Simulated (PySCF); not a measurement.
**Heteronuclear NMR**

Atom-mapped SMILES (the numbers label the heavy atoms): `[O:1]=[C:2]([OH:3])[C:4](=[O:5])[OH:6]`. Each H is labelled by its parent atom.

PySCF 2.14.0 with density-fitted response routines calculation with GFN2-xTB structure, shieldings: GIAO PBE0/pcSseg-1 and spin–spin couplings from B3LYP/pcJ-1; no solvent model, no relativistic terms, equivalent nuclei averaged, a single conformation.

Predict the ¹⁷O NMR data.

Results:


```csv
atoms,environment,σ (ppm),δ (ppm)
O1/O5,carbonyl oxygen,-107.5,364.6
O3/O6,acid hydroxyl oxygen,127.8,150.3
```

Shieldings were converted by a linear fit to measured shifts: ¹⁷O: δ = 266.70 − 0.911σ (rms 10.7 ppm, 155 shifts, 12.2 ppm with the 3 outliers that the fit left out vs liquid water, solution or neat liquid). A few per cent of atoms miss by over 2 rms, more outside the fitted compound classes.

Couplings (the largest are listed; each averaged over equivalent pairs; quadrupolar broadening usually hides them): ¹J(C2,O3) = 29.8 Hz, ¹J(O1,C2) = 29.5 Hz, ²J(C2,O6) = -29.1 Hz, ²J(O1,O3) = -7.9 Hz, ²J(O1,C4) = -6.4 Hz, ³J(O1,O5) = 8.0 Hz, ³J(O3,O6) = 5.0 Hz.

On a 600 MHz spectrometer ¹⁷O resonates near 81.3 MHz, so 1 ppm is 81.3 Hz.

In solution the two oxygens of a carboxylic acid exchange roles by proton transfer and give one 17O line. Hydrogen bonding in solution shields acid and N–H amide carbonyl oxygens by tens of ppm.
